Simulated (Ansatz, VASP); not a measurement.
**Ru in VASP and in Ansatz**

```
Ru
1.0
     2.67894    0.00000    0.00000
     1.33947    2.32003    0.00000
     0.00000    0.00000   38.81000
Ru
11
Direct
  0.00000 0.00000 0.22770
  0.33333 0.33333 0.28052
  0.00000 0.00000 0.33531
  0.33333 0.33333 0.39039
  0.00000 0.00000 0.44524
  0.33333 0.33333 0.50000
  0.00000 0.00000 0.55476
  0.33333 0.33333 0.60961
  0.00000 0.00000 0.66469
  0.33333 0.33333 0.71948
  0.00000 0.00000 0.77230
```

Alike in both runs: functional PBEsol; k mesh 16 × 16 × 1; occupations gaussian, width 0.1 eV; no spin polarisation.

Ansatz relaxed the structure, and its values are those at the end. VASP's run is a single point on that final structure, the one shown.

```csv
,VASP,Ansatz
version,VASP 6.6.1,Ansatz 0.2.0
potentials or method,"VASP PAW PBE potentials, release 64 (Ru_pv)","scalar-relativistic, plane waves, PAW"
plane-wave cutoff (eV),520,420
valence electrons in the cell,154,176
```

```tsv
	VASP	Ansatz	Ansatz less VASP
gap on the k mesh at the Fermi level (eV)	none	none	-
rms of the force components (eV/Å)	0.005	0.000	-0.0049
```

A gap of «none» marks a metal or a gap that the smearing closes. The two sets of potentials don't hold the same shells in valence.

Caveats: the PAW data sets were made with another functional, which shifts forces and pressure a little (VASP).
